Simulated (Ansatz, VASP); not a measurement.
# Two plane-wave programs on BN

Contents of INCAR:

```
PREC = Accurate
ENCUT = 520
EDIFF = 1E-6
ISMEAR = 0
SIGMA = 0.05
LREAL = F
LASPH = T
NELM = 60
ALGO = Normal
ISIF = 2
LWAVE = F
LCHARG = F
GGA = PE
IVDW = 12
NBANDS = 11
```

Contents of KPOINTS:

```
regular mesh
0
Gamma
  12 12 12
```

The input POSCAR:

```
BN
1.0
    1.2511217832      0.7223354983      3.3729344033
   -1.2511217832      0.7223354983      3.3729344033
    0.0000000000     -1.4446709967      3.3729344033
B N
1 1
Direct
    0.9996712000      0.9996712000      0.9996712000
    0.3327618000      0.3327618000      0.3327618000
```

Input for Ansatz:

```yaml
crystal:
  lattice:
    - [1.2511217832, 0.7223354983, 3.3729344033]
    - [-1.2511217832, 0.7223354983, 3.3729344033]
    - [0.0, -1.4446709967, 3.3729344033]
  atoms:
    - { symbol: B, position: [0.9996712, 0.9996712, 0.9996712] }
    - { symbol: "N", position: [0.3327618, 0.3327618, 0.3327618] }
basis:
  ecutwfc: 420
kpoints:
  mp_grid: { grid: [12, 12, 12] }
hamiltonian:
  xc: pbe
  dispersion: d3bj
scf:
  occupations: { method: gaussian, width: 0.05 }
output:
  forces: true
  stress: true
  eigenvalues: true
```

The cell is a database's computed one.

Alike in both runs: task single point; functional PBE; dispersion D3(BJ); k mesh 12 × 12 × 12; occupations gaussian, width 0.05 eV; no spin polarisation.

```csv
,VASP,Ansatz
version,VASP 6.6.1,Ansatz 0.2.0
potentials or method,"VASP PAW PBE potentials, release 64 (B, N)","scalar-relativistic, plane waves, PAW"
plane-wave cutoff (eV),520,420
valence electrons in the cell,8,8
```

|  | VASP | Ansatz | Ansatz less VASP |
| --- | --- | --- | --- |
| gap on the k mesh at the Fermi level (eV) | 4.28 | 4.29 | +0.007 |
| least direct gap on the mesh (eV) | 4.70 | 4.70 | +0.003 |
| pressure (GPa) | 1.0 | 0.9 | -0.07 |
| largest component of the traceless stress (GPa) | 1.77 | 1.56 | -0.208 |

A k mesh can miss the band edges. A hybrid or GW would open this gap; PBE tends to underestimate it.
